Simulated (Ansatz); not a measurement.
CsPbBr3 in Ansatz: the effect of strain

Crystal: CsPbBr3.

```
CELL_PARAMETERS angstrom
5.63520 0.00000 0.00000
0.00000 5.63520 0.00000
0.00000 0.00000 5.87000
ATOMIC_POSITIONS crystal
Pb 0.50000 0.50000 0.50000
Cs 0.00000 0.00000 0.00000
Br 0.50000 0.50000 0.00000
Br 0.50000 0.00000 0.50000
Br 0.00000 0.50000 0.50000
```

Measurements of this composition are mostly on another form, of space group No. 62.

Alike in all runs:

| Item | Value |
| --- | --- |
| Program | Ansatz 0.2.0 |
| Task | relaxation of the atoms |
| Functional | PBEsol |
| Potentials or basis | Ansatz PAW |
| Cutoff | 420 eV (not typed: the program's choice for these potentials) |
| k mesh | 4 × 4 × 4 |
| Occupations | fermi-dirac, width 0.05 eV |
| Spin | no spin polarisation |
| Kind of strain | biaxial |

Each run relaxes the cell or the atoms first.

```tsv
strain	gap on the mesh (eV)	pressure (GPa)
-0.04	0.80	2.4
-0.02	?	?
-0.01	1.28	0.6
0	1.42	0.1
0.01	1.48	-0.3
0.02	1.53	-0.6
0.04	1.61	-1.2
```

**Question.** What does the run with strain -0.02 give?

**Answer.** gap on the mesh 1.14 eV; pressure 1.1 GPa.

Worked out: A parabola through the other rows of the gap on the mesh, of slope 14.9 eV per unit of strain there, gives 1.15 eV, against the run's 1.14. A parabola through the other rows of the pressure, of slope -56.7 GPa per unit of strain there, gives 1.1 GPa, against the run's 1.1.

Caveats: the relaxation stopped at its first step, so nothing moved; spin-orbit coupling is left out, which as a rule narrows the gap of such compounds by several tenths of an eV; the PAW data sets come from PBE, with cores solved anew for the run's functional, which leaves a small shift of forces and pressure; the thresholds are loose for stress.

A k mesh can miss the band edges.
